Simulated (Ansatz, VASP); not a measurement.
**One calculation of AlN, two programs**

```
CELL_PARAMETERS angstrom
0.00000 2.18399 2.18399
2.18399 0.00000 2.18399
2.18399 2.18399 0.00000
ATOMIC_POSITIONS crystal
Al 0.00000 0.00000 0.00000
N 0.25000 0.25000 0.25000
```

Alike in both runs: task single point; functional PBE; k mesh 6 × 6 × 6; occupations gaussian, width 0.1 eV; no spin polarisation.

|  | VASP | Ansatz |
| --- | --- | --- |
| version | VASP 6.6.1 | Ansatz 0.2.0 |
| potentials or method | VASP PAW PBE potentials, release 64 (Al, N) | scalar-relativistic, plane waves, PAW |
| plane-wave cutoff (eV) | 520 | 420 |
| valence electrons in the cell | 8 | 8 |

|  | VASP | Ansatz | Ansatz less VASP |
| --- | --- | --- | --- |
| gap on the k mesh at the Fermi level (eV) | 3.32 | 3.32 | +0.008 |
| least direct gap on the mesh (eV) | 4.20 | 4.19 | -0.010 |
| pressure (GPa) | 4.6 | 4.9 | +0.28 |

A k mesh can miss the band edges.
